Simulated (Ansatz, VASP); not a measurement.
# One calculation of Bi, two programs

File INCAR:

```
PREC = Accurate ; ENCUT = 520
EDIFF = 1E-6 ; ISMEAR = 0
SIGMA = 0.023 ; LREAL = F
LASPH = T ; NELM = 80
ALGO = Normal ; ISIF = 2
LWAVE = F ; LCHARG = F
GGA = PE ; NBANDS = 14
```

KPOINTS

```
Automatic mesh
0
Gamma
  9 9 9
```

POSCAR

```
Bi
1.0
   -1.9814305318      1.9814305318      1.9814305318
    1.9814305318     -1.9814305318      1.9814305318
    1.9814305318      1.9814305318     -1.9814305318
Bi
1
Direct
    0.0000000000      0.0000000000      0.0000000000
```

The input input.yaml:

```yaml
crystal:
  lattice:
    - [-1.9814305318, 1.9814305318, 1.9814305318]
    - [1.9814305318, -1.9814305318, 1.9814305318]
    - [1.9814305318, 1.9814305318, -1.9814305318]
  atoms:
    - { symbol: Bi, position: [0.0, 0.0, 0.0] }
kpoints:
  mp_grid: { grid: [9, 9, 9] }
scf:
  occupations: { method: gaussian, width: 0.023 }
hamiltonian:
  xc: pbe
  pseudopotentials: { kind: all_electron, lapw: { basis_error: 0.001 } }
output:
  forces: true
  stress: true
  eigenvalues: true
```

This isn't the form of Bi at room conditions, which is rhombohedral.

Alike in both runs: task single point; functional PBE; k mesh 9 × 9 × 9; occupations gaussian, width 0.023 eV; no spin polarisation.

|  | VASP | Ansatz |
| --- | --- | --- |
| version | VASP 6.6.1 | Ansatz 0.2.0 |
| potentials or method | VASP PAW PBE potentials, release 64 (Bi_d) | all-electron LAPW, scalar-relativistic |
| plane-wave cutoff (eV) | 520 | see its input |

|  | VASP | Ansatz | Ansatz less VASP |
| --- | --- | --- | --- |
| gap on the k mesh at the Fermi level (eV) | none | none | - |
| pressure (GPa) | 0.8 | 0.9 | +0.08 |

A gap of «none» marks a metal or a gap that the smearing closes. Ansatz ran all-electron here, so the differences hold the error of VASP's frozen core and of both bases.

Caveats: spin-orbit coupling is left out, which moves the levels of the heavy elements.
